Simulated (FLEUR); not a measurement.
# Li2S (Fm-3m) in FLEUR: band structure with LDA

Aim: the band structure of Li2S with LDA.

Everything below comes from runs of FLEUR MaX-R8.1 (later development tree). Logs are shortened: lines on timing, memory, paths and dates and some standing lists are left out, and cuts for length are marked.

### Step 1. Starting point

Symmetry: Fm-3m, No. 225, cubic system. The conventional cell has a = 5.689 Å, b = 5.689 Å, c = 5.689 Å, α = 90.00°, β = 90.00°, γ = 90.00°. S (site symmetry m-3m) has 8 Li at 2.46 Å as nearest neighbours. Around Li (site symmetry -43m) lie 4 S at 2.46 Å.

### Step 2. Band structure, LDA

The input, inp.xml:

```xml
<?xml version="1.0" encoding="UTF-8" standalone="no"?>
<fleurInput fleurInputVersion="0.39">
   <comment>
      Li2S                                                                                                
   </comment>
   <calculationSetup>
      <cutoffs Kmax="4.24" Gmax="13.2" GmaxXC="13.2" numbands="0"/>
      <scfLoop itmax="60" minDistance="0.00001" maxIterBroyd="15" imix="Anderson" alpha="0.05" precondParam="0.0" spinf="2.0" sdNocoIR="T"/>
      <coreElectrons ctail="T" frcor="F" kcrel="0" coretail_lmax="0"/>
      <xcFunctional name="vwn" relativisticCorrections="F"/>
      <magnetism jspins="1"/>
      <soc l_soc="F" theta="0.0" phi="0.0" spav="F"/>
      <expertModes spex="0" secvar="F"/>
      <geometryOptimization l_f="F" forcealpha="1.0" forcemix="BFGS" epsdisp="0.00001" epsforce="0.00001"/>
      <ldaU l_linMix="F" mixParam="0.05" spinf="1.0"/>
   </calculationSetup>
   <cell>
      <bzIntegration valenceElectrons="12.0" mode="hist" fermiSmearingEnergy="0.00183747">
         <kPointListSelection listName="default-1"/>
         <!-- k-points included here -->
         <xi:include xmlns:xi="http://www.w3.org/2001/XInclude" href="kpts.xml"> </xi:include>
      </bzIntegration>
      <!-- symmetry operations included here -->
      <xi:include xmlns:xi="http://www.w3.org/2001/XInclude" href="sym.xml"> </xi:include>
      <bulkLattice scale="1.0">
[... 30 lines left out ...]
         </electronConfig>
         <energyParameters s="2" p="2" d="3" f="4"/>
         <lo type="SCLO" l="0" n="1" eDeriv="0"/>
         <lo type="SCLO" l="1" n="2" eDeriv="2"/>
         <lo type="SCLO" l="2" n="3" eDeriv="2"/>
      </species>
   </atomSpecies>
   <atomGroups>
      <atomGroup species="Sulfur (S)">
         <relPos label="                   1">.0000000000 .0000000000 .0000000000</relPos>
         <force calculate="T" relaxXYZ="TTT"/>
      </atomGroup>
      <atomGroup species="Lithium (Li)">
         <relPos label="                   2">-1.000/4.000 -1.000/4.000 -1.000/4.000</relPos>
         <relPos label="                   3">1.000/4.000 1.000/4.000 1.000/4.000</relPos>
         <force calculate="T" relaxXYZ="TTT"/>
      </atomGroup>
   </atomGroups>
   <output dos="F" band="F" slice="F">
      <checks vchk="F" cdinf="F"/>
      <bandDOS minEnergy="-.5*Htr" maxEnergy="0.5*Htr" sigma="0.015" storeEVData="T"/>
      <vacuumDOS vacdos="F" integ="F" star="F" nstars="0" locx1="0.0" locy1="0.0" locx2="0.0" locy2="0.0" nstm="0" tworkf="0.0"/>
      <unfoldingBand unfoldBand="F" supercellX="1" supercellY="1" supercellZ="1"/>
      <plotting iplot="0" polar="F">
         <plot TwoD="T" vec1="  1.0  0.0  0.0" vec2="  0.0  1.0  0.0" vec3="  0.0  0.0  1.0" zero="  0.0  0.0  0.0" file="plot"/>
      </plotting>
      <chargeDensitySlicing numkpt="0" minEigenval="0.0" maxEigenval="0.0" nnne="0" pallst="F"/>
      <specialOutput eonly="F"/>
      <moessbauerParams electricFieldGradient="T" isomerShift="T" coreHyperfine="T" valenceHyperfine="T"/>
      <magneticCircularDichroism mcd="F" energyLo="-10.0" energyUp="0.0"/>
   </output>
  <!-- We include the file relax.xml here to enable relaxations (see documentation) -->
  <xi:include xmlns:xi="http://www.w3.org/2001/XInclude" href="relax.xml"> <xi:fallback/> </xi:include>
</fleurInput>
```

The input, crystal.txt:

```
Li2S
&input cartesian=F /
0.0000000000  2.8445000000  2.8445000000
2.8445000000  0.0000000000  2.8445000000
2.8445000000  2.8445000000  0.0000000000
1.8897261246
1.0 1.0 1.0

3
16 0.0000000000  0.0000000000  0.0000000000
3 0.7500000000  0.7500000000  0.7500000000
3 0.2500000000  0.2500000000  0.2500000000

&kpt div1=8 div2=8 div3=8 gamma=T /
```

The input, inp.xml (bands):

```
<?xml version="1.0" encoding="UTF-8" standalone="no"?>
<fleurInput fleurInputVersion="0.39">
   <comment>
      Li2S                                                                                                
   </comment>
   <calculationSetup>
      <cutoffs Kmax="4.24" Gmax="13.2" GmaxXC="13.2" numbands="0"/>
      <scfLoop itmax="60" minDistance="0.00001" maxIterBroyd="15" imix="Anderson" alpha="0.05" precondParam="0.0" spinf="2.0" sdNocoIR="T"/>
      <coreElectrons ctail="T" frcor="F" kcrel="0" coretail_lmax="0"/>
      <xcFunctional name="vwn" relativisticCorrections="F"/>
      <magnetism jspins="1"/>
      <soc l_soc="F" theta="0.0" phi="0.0" spav="F"/>
      <expertModes spex="0" secvar="F"/>
      <geometryOptimization l_f="F" forcealpha="1.0" forcemix="BFGS" epsdisp="0.00001" epsforce="0.00001"/>
      <ldaU l_linMix="F" mixParam="0.05" spinf="1.0"/>
   </calculationSetup>
   <cell>
      <bzIntegration valenceElectrons="12.0" mode="hist" fermiSmearingEnergy="0.00183747">
         <kPointListSelection listName="path-1"/>
         <!-- k-points included here -->
         <xi:include xmlns:xi="http://www.w3.org/2001/XInclude" href="kpts.xml"> </xi:include>
      </bzIntegration>
      <!-- symmetry operations included here -->
      <xi:include xmlns:xi="http://www.w3.org/2001/XInclude" href="sym.xml"> </xi:include>
      <bulkLattice scale="1.0">
[... 30 lines left out ...]
         </electronConfig>
         <energyParameters s="2" p="2" d="3" f="4"/>
         <lo type="SCLO" l="0" n="1" eDeriv="0"/>
         <lo type="SCLO" l="1" n="2" eDeriv="2"/>
         <lo type="SCLO" l="2" n="3" eDeriv="2"/>
      </species>
   </atomSpecies>
   <atomGroups>
      <atomGroup species="Sulfur (S)">
         <relPos label="                   1">.0000000000 .0000000000 .0000000000</relPos>
         <force calculate="T" relaxXYZ="TTT"/>
      </atomGroup>
      <atomGroup species="Lithium (Li)">
         <relPos label="                   2">-1.000/4.000 -1.000/4.000 -1.000/4.000</relPos>
         <relPos label="                   3">1.000/4.000 1.000/4.000 1.000/4.000</relPos>
         <force calculate="T" relaxXYZ="TTT"/>
      </atomGroup>
   </atomGroups>
   <output dos="F" band="T" slice="F">
      <checks vchk="F" cdinf="F"/>
      <bandDOS minEnergy="-.5*Htr" maxEnergy="0.5*Htr" sigma="0.015" storeEVData="T"/>
      <vacuumDOS vacdos="F" integ="F" star="F" nstars="0" locx1="0.0" locy1="0.0" locx2="0.0" locy2="0.0" nstm="0" tworkf="0.0"/>
      <unfoldingBand unfoldBand="F" supercellX="1" supercellY="1" supercellZ="1"/>
      <plotting iplot="0" polar="F">
         <plot TwoD="T" vec1="  1.0  0.0  0.0" vec2="  0.0  1.0  0.0" vec3="  0.0  0.0  1.0" zero="  0.0  0.0  0.0" file="plot"/>
      </plotting>
      <chargeDensitySlicing numkpt="0" minEigenval="0.0" maxEigenval="0.0" nnne="0" pallst="F"/>
      <specialOutput eonly="F"/>
      <moessbauerParams electricFieldGradient="T" isomerShift="T" coreHyperfine="T" valenceHyperfine="T"/>
      <magneticCircularDichroism mcd="F" energyLo="-10.0" energyUp="0.0"/>
   </output>
  <!-- We include the file relax.xml here to enable relaxations (see documentation) -->
  <xi:include xmlns:xi="http://www.w3.org/2001/XInclude" href="relax.xml"> <xi:fallback/> </xi:include>
</fleurInput>
```

Potentials or basis: all-electron, FLAPW.

Started as:

```sh
$ inpgen -f crystal.txt -profile fastHighL
$ # inp.xml edited to the form shown
$ mpirun -n 4 fleur_MPI -pe_per_kpt 1
$ mpirun -n 4 fleur_MPI -pe_per_kpt 1   # second run, on inp.xml (bands)
```

The program printed:

```text
Welcome to FLEUR        (www.flapw.de)
      MaX-Release 8.1          (www.max-centre.eu)

 ========== k-point set info ==========
 Selected k-point list: default-1
 k-point list type: mesh
 8 x 8 x 8
 Number of k points: 29

 ------------Calculation Setup---------------------------
 Number of MPI-tasks      :            4
 Number of PE/node        :            4
 Number of OMP-threads    :            1
 Using exactly            1  PE per kpt
 k-points in parallel     :            4
 pe's per k-point         :            1
 No of k-point loops      :            7
 Info/Warning             : your k-point parallelism is not fully load-balanced
 Using exactly            1  PE per kpt
 Using exactly            1  PE per kpt
 Using exactly            1  PE per kpt
 Eigenvalue solver        :       lapack
 Number of basis functions:          499
 Approximate size of matrices (H+S) per k-point:         0.004 GB
 --------------------------------------------------------
Nuclear radius smaller than smallest radial mesh point for atom type 2 -- skipping its core isomer shift
Nuclear radius smaller than smallest radial mesh point for atom type 2 -- skipping its isomer shift
 Iteration:     1   Distance:       5.56756505 me/bohr^3
Nuclear radius smaller than smallest radial mesh point for atom type 2 -- skipping its core isomer shift
Nuclear radius smaller than smallest radial mesh point for atom type 2 -- skipping its isomer shift
 Iteration:     2   Distance:       5.01299229 me/bohr^3
Nuclear radius smaller than smallest radial mesh point for atom type 2 -- skipping its core isomer shift
Nuclear radius smaller than smallest radial mesh point for atom type 2 -- skipping its isomer shift
 Iteration:     3   Distance:       2.20440083 me/bohr^3
Nuclear radius smaller than smallest radial mesh point for atom type 2 -- skipping its core isomer shift
Nuclear radius smaller than smallest radial mesh point for atom type 2 -- skipping its isomer shift
 Iteration:     4   Distance:       0.67992598 me/bohr^3
Nuclear radius smaller than smallest radial mesh point for atom type 2 -- skipping its core isomer shift
Nuclear radius smaller than smallest radial mesh point for atom type 2 -- skipping its isomer shift
 Iteration:     5   Distance:       0.41765320 me/bohr^3
Nuclear radius smaller than smallest radial mesh point for atom type 2 -- skipping its core isomer shift
Nuclear radius smaller than smallest radial mesh point for atom type 2 -- skipping its isomer shift
 Iteration:     6   Distance:       0.11458104 me/bohr^3
Nuclear radius smaller than smallest radial mesh point for atom type 2 -- skipping its core isomer shift
Nuclear radius smaller than smallest radial mesh point for atom type 2 -- skipping its isomer shift
 Iteration:     7   Distance:       0.03896692 me/bohr^3
Nuclear radius smaller than smallest radial mesh point for atom type 2 -- skipping its core isomer shift
Nuclear radius smaller than smallest radial mesh point for atom type 2 -- skipping its isomer shift
 Iteration:     8   Distance:       0.00589318 me/bohr^3
Nuclear radius smaller than smallest radial mesh point for atom type 2 -- skipping its core isomer shift
Nuclear radius smaller than smallest radial mesh point for atom type 2 -- skipping its isomer shift
 Iteration:     9   Distance:       0.00481555 me/bohr^3
Nuclear radius smaller than smallest radial mesh point for atom type 2 -- skipping its core isomer shift
Nuclear radius smaller than smallest radial mesh point for atom type 2 -- skipping its isomer shift
 Iteration:    10   Distance:       0.00031500 me/bohr^3
Nuclear radius smaller than smallest radial mesh point for atom type 2 -- skipping its core isomer shift
Nuclear radius smaller than smallest radial mesh point for atom type 2 -- skipping its isomer shift
 Iteration:    11   Distance:       0.00015632 me/bohr^3
Nuclear radius smaller than smallest radial mesh point for atom type 2 -- skipping its core isomer shift
Nuclear radius smaller than smallest radial mesh point for atom type 2 -- skipping its isomer shift
 Iteration:    12   Distance:       0.00000853 me/bohr^3

 ********************************************************************
 Run finished successfully
 Stop message:
   all done
 ********************************************************************
```

It took 14 s on 4 MPI ranks of Intel Xeon Platinum 8259CL at 2.50GHz (Skylake/Cascade Lake), shared host.

What came out:

| Property | Result |
| --- | --- |
| Free energy | -11237.9546 eV |
| Band gap on the k mesh | 3.17 eV, indirect (least direct gap 4.08 eV) |
| Band gap along the path | 3.17 eV, indirect (least direct gap 4.08 eV) |
| Valence electrons inside the program's atomic spheres | S 4.90; Li 2.27 (radii S 2.31, Li 2.0 bohr) |

Levels at the corners of the path, in eV from the valence-band top:
| point | band 4 | band 5 | band 6 | band 7 | band 8 | band 9 |
| --- | --- | --- | --- | --- | --- | --- |
| Γ | 0.00 | 0.00 | 0.00 | 4.08 | 6.01 | 6.01 |
| X | -2.20 | -1.47 | -1.47 | 3.17 | 6.96 | 10.86 |
| W | -1.87 | -1.87 | -1.83 | 5.32 | 7.06 | 8.75 |
| K | -2.14 | -2.01 | -1.19 | 4.40 | 7.91 | 9.23 |
| Γ | 0.00 | 0.00 | 0.00 | 4.08 | 6.01 | 6.01 |
| L | -2.95 | -0.53 | -0.53 | 5.93 | 6.37 | 6.37 |
| U | -2.14 | -2.01 | -1.19 | 4.40 | 7.91 | 9.23 |
| W | -1.87 | -1.87 | -1.83 | 5.32 | 7.06 | 8.75 |
| L | -2.95 | -0.53 | -0.53 | 5.93 | 6.37 | 6.37 |
| K | -2.14 | -2.01 | -1.19 | 4.40 | 7.91 | 9.23 |
| U | -2.14 | -2.01 | -1.19 | 4.40 | 7.91 | 9.23 |
| X | -2.20 | -1.47 | -1.47 | 3.17 | 6.96 | 10.86 |

Core levels (eV from the Fermi level):
```
atom                                                   levels
 1 S  1s1/2 -2388.3, 2s1/2 -202.3, 2p1/2 -148.8, 2p3/2 -147.6
```
